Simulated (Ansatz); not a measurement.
# Blue phosphorene bilayer (AA') in a perpendicular field, part 2 of 3

What dipole does a perpendicular field induce in the blue phosphorene bilayer (AA'), and does the gap follow? A positive field points along +c.

Ansatz 0.2.0; plane-wave DFT, PBE-D3(BJ), Ansatz PAW.

So far. Step 2 (Relaxing the slab): The lattice constant a goes from 3.280 to 3.250 Å.

**3. Single point, field 0, start network**

A sawtooth potential applies the field, turning back in the middle of the vacuum. With the dipole correction the typed value is the field outside the slab. The induced dipole is small, so the SCF threshold is tight.

The cell differs from the one that the last finished run ended in (c 42.380 → 24.413 Å).

input.yaml

```yaml
crystal:
  lattice:
    - [3.2504176621, 0.0, 0.0]
    - [-1.625208831, 2.8149442683, 0.0]
    - [0.0, 0.0, 24.4125719667]
  atoms:
    - { symbol: P, position: [0.6666666667, 0.3333333333, 0.3686625077] }
    - { symbol: P, position: [0.3333333333, 0.6666666667, 0.4197104158] }
    - { symbol: P, position: [0.3333333333, 0.6666666667, 0.5802895842] }
    - { symbol: P, position: [0.6666666667, 0.3333333333, 0.6313374923] }
kpoints:
  mp_grid: { grid: [18, 18, 1] }
  band_path:
    path: [[0, 0, 0], [0.5, 0, 0], [0.33333333, 0.33333333, 0], [0, 0, 0]]
    npoints: 16
hamiltonian:
  xc: pbe
  dispersion: d3bj
scf:
  occupations: { method: fermi_dirac, width: 0.02585 }
  convergence: { dr2_threshold: 1.0e-10 }
efield:
  axis: 3
  dipole_correction: true
  ramp_position: 0.97
  ramp_width: 0.06
  amplitude: 0
output:
  dos: { projected: true, e_range: [-6, 5] }
  write_potential: true
  write_density: true
  volumetric_format: npy
  elf: true
```

Command:

```console
> ansatz run input.yaml --threads 2 --pin off --max-ram 4096MiB --backend cpu --events-out ev --progress --plain --runs-dir out
```

Numbers of over 12 decimals in the logs are rounded to 6 here.

The program printed:

```text
[...]
Crystal: 4 atoms, lattice volume = 223.369 Å³
Basis set: ecut = 420 eV, 4449 PW (Γ)
Bands: 14, of which v1, the nominal top of the filled ones, is band 10 counted from 1 (9 counted from 0)
Symmetry: 6 space group operations
k-points: 37 of 324 (time reversal used)
[...]
SCF iter   1: F=—  HF=-3023.604139 eV  |F-HF|=—  |Δ(HF+E_count)|=         —  Δρ=1.68e-3  dr2=1.99e-2  ethr=1.77e-3  p=0.000 e·Å  D=5.08e-14 V/Å  ΔV_dip=-0.00 eV  dr2_dipole=8.80e-9  V_vac-E_F(+/−)=4.99/4.99 eV  ⟨swp⟩=10.1  Hψ=4615  notcnv=0
efield: sawtooth ramp at fractional position 0.9700 (set: `efield.ramp_position`, or a place that a band, a saddle search or an elastic batch's reference lends), width 0.0600; the density the first Hamiltonian is built on has a dipole p = 0.000 e·Å; the dipole correction subtracts the counter field D = 5.08e-14 V/Å, which shifts the + side's vacuum level by -0.00 eV against the − side's; the planar-averaged density in the ramp window peaks in size at 2.9e-6 e/Å³
[...]
SCF iter   2: F=—  HF=-3023.613097 eV  |F-HF|=—  |Δ(HF+E_count)|=   8.96e-3  Δρ=2.19e-3  dr2=9.15e-2  ethr=9.96e-5  p=-0.000 e·Å  D=-5.97e-5 V/Å  ΔV_dip=0.00 eV  dr2_dipole=1.67e-7  V_vac-E_F(+/−)=5.25/5.25 eV  ⟨swp⟩=4.4  Hψ=1542  notcnv=0
[...]
SCF iter  10: F=-3023.601498 eV  HF=-3023.601498 eV  |F-HF|=4.27e-11  |Δ(HF+E_count)|=   1.10e-9  Δρ=1.04e-7  dr2=2.69e-11  ethr=1.00e-12  p=-0.000 e·Å  D=-6.69e-8 V/Å  ΔV_dip=0.00 eV  dr2_dipole=1.16e-13  V_vac-E_F(+/−)=5.10/5.10 eV  ⟨swp⟩=3.4  Hψ=2470  notcnv=0
SCF 1 converged in 10 iterations: F = -3023.601498 eV  dr2 = 2.69e-11
[...]
NSCF: frozen V_eff on 49 k-points
efield: sawtooth ramp at fractional position 0.9700 (kept from the solve that this one continues, or follows in the run), width 0.0600; the density the first Hamiltonian is built on has a dipole p = -0.000 e·Å; the dipole correction subtracts the counter field D = -6.69e-8 V/Å, which shifts the + side's vacuum level by +0.00 eV against the − side's; the planar-averaged density in the ramp window peaks in size at 7.6e-8 e/Å³
[...]
SCF converged after 10 iterations
Free energy (F): -3023.601498 eV
[...]
Internal energy: -3023.601498 eV  (E = F + TS)
E sigma→0 (E₀):  -3023.601498 eV
Fermi energy:    -0.858348 eV
Dipole field:    D = -0.000000 V/Å  (p = -0.000001 e·Å, saw-weighted, corrected)
Work function:   Φ+ = 5.1011 eV   Φ− = 5.1011 eV
Levels:          The Fermi level and band energies are counted from a zero that moves with the ramp; work functions are not
[...]
--- Band table (eV; the first three rows and the last of 37) ---
  k-point 0: bands = [... 6 lower, -1.9628, -1.9527, -1.9527, -1.9318, 2.0556, 2.0556, 2.0643, 2.0852]
  k-point 1: bands = [... 6 lower, -2.3989, -2.0844, -2.0740, -1.9024, 1.9096, 1.9491, 2.2090, 2.2403]
  k-point 2: bands = [... 6 lower, -2.7271, -2.3904, -2.3794, -1.8275, 1.5284, 1.5842, 2.5878, 2.6260]
  k-point 36: bands = [... 6 lower, -3.9350, -3.7143, -3.6441, -3.4550, 0.0174, 0.3193, 3.2092, 3.2883]
```

The job ended after 24 s (2 threads of Intel Xeon at 2.50GHz (Skylake/Cascade Lake), shared host; peak memory 0.49 GiB).

Reading the cycles: dr2 is the Hartree energy of the density residual (eV), the measure of convergence; HF is the Harris–Foulkes estimate of the energy, which meets the free energy F at convergence.

Numbers from this step:

```
gap on the k-mesh                  : 1.503 eV
dipole along the normal            : -6.17e-7 e·Å
gap along the path                 : 1.485 eV
smallest direct gap along the path : 1.783 eV
ionisation energy, upper face      : 5.860 eV
electron affinity, upper face      : 4.375 eV
gap, the smaller of path and mesh  : 1.485 eV
```

Running mean over a fixed 2.6 Å (it still follows the layers) of the planar mean; the ramp of the sawtooth is left out. Table of electron's electrostatic potential energy less the Fermi level by z:

```csv
z (Å),electron's electrostatic potential energy less the Fermi level (eV)
3.0,5.10
3.5,5.10
4.0,5.10
4.5,5.10
5.0,5.10
5.5,5.09
6.0,5.05
6.5,4.89
7.0,4.22
7.5,1.99
8.0,-1.40
8.5,-4.41
9.0,-7.63
9.5,-9.94
10.0,-9.06
10.5,-5.99
11.0,-2.99
11.5,0.171
12.0,2.77
12.5,2.48
13.0,-0.409
13.5,-3.49
14.0,-6.56
14.5,-9.45
15.0,-9.71
15.5,-7.07
16.0,-3.89
16.5,-0.807
17.0,2.52
17.5,4.42
18.0,4.93
18.5,5.06
19.0,5.09
19.5,5.10
20.0,5.10
20.5,5.10
21.0,5.10
```

The density of states has structure finer than the step of the table below, so its rows give means over 0.2 eV, whole bins alone (the curve runs from -6 to 2.49 eV). Peaks (eV: height): -5.09: 5.02, -4.95: 4.95, -1.89: 4.38, -1.48: 8.19, -0.79: 6.76, 1.72: 3.93, 2.13: 5.42.

The density of states by energy, zero at the Fermi level of the run, which the smearing sets inside the gap; means over each step:

```csv
energy (eV),density of states (states/eV a cell)
-5.8,0.630
-5.6,0.677
-5.4,1.18
-5.2,2.91
-5.0,4.20
-4.8,2.40
-4.6,2.06
-4.4,2.21
-4.2,1.98
-4.0,2.09
-3.8,2.68
-3.6,2.79
-3.4,2.86
-3.2,1.93
-3.0,1.35
-2.8,1.08
-2.6,1.94
-2.4,2.25
-2.2,3.08
-2.0,2.58
-1.8,2.75
-1.6,3.97
-1.4,2.82
-1.2,1.11
-1.0,1.72
-0.8,2.50
-0.6,0
-0.4,0
-0.2,0
0.0,0
0.2,0
0.4,0
0.6,0
0.8,0.439
1.0,1.51
1.2,2.19
1.4,2.26
1.6,2.62
1.8,2.73
2.0,2.58
2.2,3.30
```

Projected DOS per atom over height of the atomic layer and energy from the Fermi level. Layers: P P P P from below.

Ten even steps from '0' (0.00 states/eV) to '9' (0.94 states/eV), each cell a mean:
```
5555
6666
6666
4444
1111
0000
0000
0000
4444
3333
9999
7777
7777
4334
4444
7777
6666
5555
5555
9999
3333
1111
```
Columns: height of the atomic layer (Å) from 9 to 15.4 (not evenly spaced); rows upwards: energy from the Fermi level (eV) from -5.96 to 2.5.

Electronic bands along the path, in eV, zero at the Fermi level of the run, which the smearing sets inside the gap:

```csv
point,band 7,band 8,band 9,band 10,band 11,band 12,band 13,band 14
Γ,-1.10,-1.09,-1.09,-1.07,2.91,2.91,2.92,2.94
halfway,-2.49,-2.47,-1.51,-0.80,1.15,1.32,3.84,4.16
M,-3.32,-3.31,-2.64,-2.32,0.91,1.02,2.07,2.78
halfway,-3.75,-3.51,-2.56,-2.25,1.67,2.07,3.17,3.40
K,-3.08,-2.86,-2.79,-2.60,0.88,1.18,4.07,4.15
halfway,-3.82,-3.80,-1.42,-0.78,2.29,2.67,3.17,3.33
Γ,-1.10,-1.09,-1.09,-1.07,2.91,2.91,2.92,2.94
```

ELF in the ca plane at fractional y = 0.333, with atoms of P within 0.2 Å of it. It is the smooth field of the valence electrons, not physical close to the nuclei.

Values, 5 rows by 16 columns, each cell a mean:
```
0.00 0.02 0.32 0.84 0.71 0.66 0.32 0.07 0.07 0.32 0.66 0.71 0.84 0.32 0.02 0.00
0.00 0.04 0.55 0.95 0.37 0.38 0.13 0.01 0.01 0.13 0.38 0.37 0.95 0.55 0.04 0.00
0.00 0.02 0.33 0.85 0.69 0.66 0.32 0.07 0.07 0.32 0.66 0.69 0.85 0.33 0.02 0.00
0.00 0.00 0.04 0.23 0.41 0.61 0.68 0.29 0.29 0.68 0.61 0.41 0.23 0.04 0.00 0.00
0.00 0.00 0.03 0.20 0.39 0.60 0.70 0.30 0.30 0.70 0.60 0.39 0.20 0.03 0.00 0.00
```
Columns run along c (16.0 Å, from fractional 0.18 to 0.84 of the cell), rows up along a (3.3 Å). Atoms in or near the plane, at fractional coordinates: P at (0.37, 0.67), P at (0.63, 0.67).

Electrostatic potential energy in the ca plane at fractional y = 0.333, with atoms of P within 0.2 Å of it. With pseudopotentials it is smooth inside the atoms' cores, unlike the true potential.

Ten even steps from '0' (-55 eV) to '9' (4 eV), each cell a mean:
```
99999999999755788999999999988755799999999999
99999999998300278999999999987200389999999999
99999999997200068999999999986000279999999999
99999999998410378999999999987301489999999999
99999999999866788999999999988766899999999999
99999999999988887899999999878888999999999999
99999999999999887889999998878899999999999999
99999999999988888899999999888888999999999999
```
Columns run along c (16.0 Å, from fractional 0.18 to 0.84 of the cell; values clipped at the 3rd and 97th percentile), rows up along a (3.3 Å). Atoms in or near the plane, at fractional coordinates: P at (0.37, 0.67), P at (0.63, 0.67).

Valence density in the ca plane at fractional y = 0.333, with atoms of P within 0.2 Å of it. It is the smooth field of the valence electrons, not physical close to the nuclei.

Values in e/Å³, 5 rows by 16 columns, each cell a mean:
```
0.00 0.00 0.01 0.15 0.55 0.52 0.15 0.02 0.02 0.15 0.52 0.55 0.15 0.01 0.00 0.00
0.00 0.00 0.01 0.26 0.42 0.46 0.10 0.01 0.01 0.10 0.46 0.42 0.26 0.01 0.00 0.00
0.00 0.00 0.01 0.16 0.55 0.53 0.15 0.02 0.02 0.15 0.53 0.55 0.16 0.01 0.00 0.00
0.00 0.00 0.00 0.04 0.21 0.39 0.27 0.05 0.05 0.27 0.39 0.21 0.04 0.00 0.00 0.00
0.00 0.00 0.00 0.04 0.20 0.38 0.27 0.05 0.05 0.27 0.38 0.20 0.04 0.00 0.00 0.00
```
Columns run along c (16.0 Å, from fractional 0.18 to 0.84 of the cell), rows up along a (3.3 Å). Atoms in or near the plane, at fractional coordinates: P at (0.37, 0.67), P at (0.63, 0.67).

The gap is 1.49 eV, with the valence edge 5.86 eV and the conduction edge 4.38 eV under the upper vacuum level.

**4. Atoms held, field 0.05 V/Å**

Changes to input.yaml since step 3:

```diff
@@ -26,5 +26,4 @@
   ramp_width: 0.06
-  amplitude: 0
+  amplitude: 0.05
 output:
-  dos: { projected: true, e_range: [-6, 5] }
   write_potential: true
@@ -32,2 +31 @@
   volumetric_format: npy
-  elf: true
```

The program printed:

```text
[...]
Crystal: 4 atoms, lattice volume = 223.369 Å³
Basis set: ecut = 420 eV, 4449 PW (Γ)
Bands: 14, of which v1, the nominal top of the filled ones, is band 10 counted from 1 (9 counted from 0)
Symmetry: 6 space group operations
k-points: 37 of 324 (time reversal used)
[...]
--- Band table (eV; the first three rows and the last of 37) ---
  k-point 0: bands = [... 6 lower, -1.9927, -1.9306, -1.9231, -1.9231, 2.0328, 2.0328, 2.0493, 2.1077]
  k-point 1: bands = [... 6 lower, -2.3697, -2.1141, -2.0445, -1.9012, 1.8895, 1.9690, 2.1867, 2.2624]
  k-point 2: bands = [... 6 lower, -2.7286, -2.4199, -2.3502, -1.8263, 1.5118, 1.6006, 2.5674, 2.6462]
  k-point 36: bands = [... 6 lower, -3.9372, -3.7307, -3.6280, -3.4531, 0.0133, 0.3230, 3.2076, 3.2861]
[key lines of the parts left out:]
SCF converged after 11 iterations
Free energy (F): -3023.601975 eV
Fermi energy:    -0.859722 eV
Dipole field:    D = 0.015478 V/Å  (p = 0.019106 e·Å, saw-weighted, corrected)
```

Wall time 24 s (2 threads); peak memory 0.46 GiB.

The dipole is 0.0191 e·Å, and the gap 1.479 eV.

**5. Single point, field -0.05 V/Å**

Changes to input.yaml since step 4:

```diff
@@ -26,3 +26,3 @@
   ramp_width: 0.06
-  amplitude: 0.05
+  amplitude: -0.05
 output:
```

The program printed:

```text
[...]
Crystal: 4 atoms, lattice volume = 223.369 Å³
Basis set: ecut = 420 eV, 4449 PW (Γ)
Bands: 14, of which v1, the nominal top of the filled ones, is band 10 counted from 1 (9 counted from 0)
Symmetry: 6 space group operations
k-points: 37 of 324 (time reversal used)
[...]
--- Band table (eV; the first three rows and the last of 37) ---
  k-point 0: bands = [... 6 lower, -1.9927, -1.9306, -1.9231, -1.9231, 2.0328, 2.0328, 2.0493, 2.1077]
  k-point 1: bands = [... 6 lower, -2.3697, -2.1141, -2.0445, -1.9012, 1.8895, 1.9690, 2.1867, 2.2624]
  k-point 2: bands = [... 6 lower, -2.7286, -2.4199, -2.3502, -1.8263, 1.5118, 1.6006, 2.5674, 2.6462]
  k-point 36: bands = [... 6 lower, -3.9372, -3.7307, -3.6280, -3.4531, 0.0133, 0.3230, 3.2076, 3.2861]
[key lines of the parts left out:]
SCF converged after 11 iterations
Free energy (F): -3023.601975 eV
Fermi energy:    -0.859720 eV
Dipole field:    D = -0.015474 V/Å  (p = -0.019102 e·Å, saw-weighted, corrected)
```

Run time: 25 s. Hardware: 2 threads; peak memory 0.46 GiB; 48 s of CPU time.

The dipole is -0.0191 e·Å, and the gap 1.479 eV.

**6. Single point, field 0.1 V/Å**

Changes to input.yaml since step 5:

```diff
@@ -24,5 +24,5 @@
   dipole_correction: true
-  ramp_position: 0.97
-  ramp_width: 0.06
-  amplitude: -0.05
+  ramp_position: 0.9496
+  ramp_width: 0.1008
+  amplitude: 0.1
 output:
```

The program printed:

```text
[...]
Crystal: 4 atoms, lattice volume = 223.369 Å³
Basis set: ecut = 420 eV, 4449 PW (Γ)
Bands: 14, of which v1, the nominal top of the filled ones, is band 10 counted from 1 (9 counted from 0)
Symmetry: 6 space group operations
k-points: 37 of 324 (time reversal used)
[...]
--- Band table (eV; the first three rows and the last of 37) ---
  k-point 0: bands = [... 6 lower, -2.0273, -1.9270, -1.8893, -1.8893, 1.9994, 1.9994, 2.0198, 2.1403]
  k-point 1: bands = [... 6 lower, -2.3358, -2.1488, -2.0107, -1.8976, 1.8570, 2.0006, 2.1535, 2.2948]
  k-point 2: bands = [... 6 lower, -2.7330, -2.4545, -2.3164, -1.8226, 1.4813, 1.6303, 2.5349, 2.6779]
  k-point 36: bands = [... 6 lower, -3.9438, -3.7624, -3.5970, -3.4473, 0.0017, 0.3338, 3.2031, 3.2798]
[key lines of the parts left out:]
SCF converged after 12 iterations
Free energy (F): -3023.603408 eV
Fermi energy:    -0.863519 eV
Dipole field:    D = 0.030963 V/Å  (p = 0.038222 e·Å, saw-weighted, corrected)
```

The job ended after 26 s (2 threads; peak memory 0.46 GiB).

The dipole is 0.0382 e·Å, and the gap 1.463 eV.

**7. Atoms held, field -0.1 V/Å**

Changes to input.yaml since step 6:

```diff
@@ -26,3 +26,3 @@
   ramp_width: 0.1008
-  amplitude: 0.1
+  amplitude: -0.1
 output:
```

The program printed:

```text
[...]
Crystal: 4 atoms, lattice volume = 223.369 Å³
Basis set: ecut = 420 eV, 4449 PW (Γ)
Bands: 14, of which v1, the nominal top of the filled ones, is band 10 counted from 1 (9 counted from 0)
Symmetry: 6 space group operations
k-points: 37 of 324 (time reversal used)
[...]
--- Band table (eV; the first three rows and the last of 37) ---
  k-point 0: bands = [... 6 lower, -2.0273, -1.9270, -1.8893, -1.8893, 1.9994, 1.9994, 2.0198, 2.1403]
  k-point 1: bands = [... 6 lower, -2.3358, -2.1488, -2.0107, -1.8976, 1.8570, 2.0006, 2.1535, 2.2948]
  k-point 2: bands = [... 6 lower, -2.7330, -2.4545, -2.3164, -1.8226, 1.4813, 1.6303, 2.5349, 2.6779]
  k-point 36: bands = [... 6 lower, -3.9438, -3.7624, -3.5970, -3.4473, 0.0017, 0.3338, 3.2031, 3.2798]
[key lines of the parts left out:]
SCF converged after 12 iterations
Free energy (F): -3023.603408 eV
Fermi energy:    -0.863520 eV
Dipole field:    D = -0.030963 V/Å  (p = -0.038221 e·Å, saw-weighted, corrected)
```

Wall time 24 s (2 threads); peak memory 0.46 GiB.

The dipole is -0.0382 e·Å, and the gap 1.463 eV.

**8. Single point, field 0.2 V/Å**

Changes to input.yaml since step 7:

```diff
@@ -26,3 +26,3 @@
   ramp_width: 0.1008
-  amplitude: -0.1
+  amplitude: 0.2
 output:
```

The program printed:

```text
[...]
Crystal: 4 atoms, lattice volume = 223.369 Å³
Basis set: ecut = 420 eV, 4449 PW (Γ)
Bands: 14, of which v1, the nominal top of the filled ones, is band 10 counted from 1 (9 counted from 0)
Symmetry: 6 space group operations
k-points: 37 of 324 (time reversal used)
[...]
--- Band table (eV; the first three rows and the last of 37) ---
  k-point 0: bands = [... 6 lower, -2.0974, -1.9133, -1.8223, -1.8223, 1.9300, 1.9300, 1.9516, 2.2066]
  k-point 1: bands = [... 6 lower, -2.2687, -2.2189, -1.9438, -1.8839, 1.7879, 2.0663, 2.0841, 2.3610]
  k-point 2: bands = [... 6 lower, -2.7503, -2.5246, -2.2495, -1.8084, 1.4133, 1.6949, 2.4659, 2.7437]
  k-point 36: bands = [... 6 lower, -3.9686, -3.8348, -3.5277, -3.4256, -0.0385, 0.3709, 3.1853, 3.2554]
[key lines of the parts left out:]
SCF converged after 12 iterations
Free energy (F): -3023.609142 eV
Fermi energy:    -0.875526 eV
Dipole field:    D = 0.061946 V/Å  (p = 0.076467 e·Å, saw-weighted, corrected)
```

Run time: 24 s. Hardware: 2 threads; peak memory 0.47 GiB; 45 s of CPU time.

The dipole is 0.0765 e·Å, and the gap 1.405 eV.

**9. Single point, field -0.2 V/Å**

Changes to input.yaml since step 8:

```diff
@@ -26,3 +26,3 @@
   ramp_width: 0.1008
-  amplitude: 0.2
+  amplitude: -0.2
 output:
```

The program printed:

```text
[...]
Crystal: 4 atoms, lattice volume = 223.369 Å³
Basis set: ecut = 420 eV, 4449 PW (Γ)
Bands: 14, of which v1, the nominal top of the filled ones, is band 10 counted from 1 (9 counted from 0)
Symmetry: 6 space group operations
k-points: 37 of 324 (time reversal used)
[...]
--- Band table (eV; the first three rows and the last of 37) ---
  k-point 0: bands = [... 6 lower, -2.0974, -1.9133, -1.8223, -1.8223, 1.9300, 1.9300, 1.9516, 2.2066]
  k-point 1: bands = [... 6 lower, -2.2687, -2.2189, -1.9438, -1.8839, 1.7879, 2.0663, 2.0841, 2.3610]
  k-point 2: bands = [... 6 lower, -2.7503, -2.5246, -2.2495, -1.8084, 1.4133, 1.6949, 2.4659, 2.7437]
  k-point 36: bands = [... 6 lower, -3.9686, -3.8348, -3.5277, -3.4256, -0.0385, 0.3709, 3.1853, 3.2554]
[key lines of the parts left out:]
SCF converged after 12 iterations
Free energy (F): -3023.609142 eV
Fermi energy:    -0.875527 eV
Dipole field:    D = -0.061949 V/Å  (p = -0.076471 e·Å, saw-weighted, corrected)
```

Elapsed: 24 s, on 2 threads; peak memory 0.46 GiB.

The dipole is -0.0765 e·Å, and the gap 1.405 eV.

**10. Single point, field 0.3 V/Å**

Changes to input.yaml since step 9:

```diff
@@ -24,5 +24,5 @@
   dipole_correction: true
-  ramp_position: 0.9496
-  ramp_width: 0.1008
-  amplitude: -0.2
+  ramp_position: 0.9467
+  ramp_width: 0.1066
+  amplitude: 0.3
 output:
```

The program printed:

```text
[...]
Crystal: 4 atoms, lattice volume = 223.369 Å³
Basis set: ecut = 420 eV, 4449 PW (Γ)
Bands: 14, of which v1, the nominal top of the filled ones, is band 10 counted from 1 (9 counted from 0)
Symmetry: 6 space group operations
k-points: 37 of 324 (time reversal used)
[...]
--- Band table (eV; the first three rows and the last of 37) ---
  k-point 0: bands = [... 6 lower, -2.1683, -1.8916, -1.7568, -1.7568, 1.8593, 1.8593, 1.8791, 2.2720]
  k-point 1: bands = [... 6 lower, -2.2897, -2.2030, -1.8783, -1.8622, 1.7171, 2.0135, 2.1313, 2.3010]
  k-point 2: bands = [... 6 lower, -2.7775, -2.5954, -2.1840, -1.7860, 1.3429, 1.7596, 2.3954, 2.8089]
  k-point 36: bands = [... 6 lower, -4.0059, -3.9102, -3.4574, -3.3937, -0.0926, 0.4196, 3.1571, 3.2177]
[key lines of the parts left out:]
SCF converged after 11 iterations
Free energy (F): -3023.618705 eV
Fermi energy:    -0.889453 eV
Dipole field:    D = 0.093001 V/Å  (p = 0.114801 e·Å, saw-weighted, corrected)
```

The job ended after 23 s (2 threads; peak memory 0.47 GiB; 44 s of CPU time).

The dipole is 0.115 e·Å, and the gap 1.324 eV.

(Continued in part 3 of 3.)

[Logs are printed without paths, hosts, clocks, repeated set-up lines and the standing remarks that a program may print on its own settings, such as how far it seeks lower states.]

[Hosts, paths, dates, database ids (printed as entryN), source tags and the programs' standing remarks are cut or masked in the printed files.]

[Maps of the electrostatic potential energy from Ansatz leave out the sawtooth potential of an applied field or a dipole correction, so their vacuum need not be flat; planar profiles and work functions include it.]

[The density of states shown here was stored with 400 of the rows of the run's finer table, so its peaks can read low, often by over a quarter, or be missed, and its means over a window can be off by a tenth or more.]
